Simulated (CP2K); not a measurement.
The system is Sb.

```
CELL_PARAMETERS angstrom
4.50666 0.00000 0.00000
2.44723 3.78432 0.00000
2.44723 1.33179 3.54223
ATOMIC_POSITIONS crystal
Sb 0.76651 0.76651 0.76651
Sb 0.23349 0.23349 0.23349
```

Base run:

```yaml
Program: CP2K 2026.2
Functional: PBE
Potentials_or_basis: POTENTIAL_UZH Sb GTH-PBE-q5; TZVP-MOLOPT-PBE-GTH basis
Density_cutoff: 9184 eV
k_mesh: 8 × 8 × 8
Occupations: fermi-dirac, width 0.05 eV
Spin: no spin polarisation
```

Its results: band gap on the k mesh none (metal or under the smearing width); pressure 3.6 GPa; largest force 0.222 eV/Å.

**Question.** The run is repeated on the same cell with these changes: functional from PBE to LDA. What comes out?

**Answer.** Band gap on the k mesh none (metal or under the smearing width); pressure 2.6 GPa; largest force 0.335 eV/Å.

LDA binds more tightly than PBE, so the same cell stands under less pressure.

Caveats: the basis of atomic orbitals isn't converged, which shifts pressures, moduli and gaps; the potentials were made for another functional, which shifts forces and pressure (some runs).
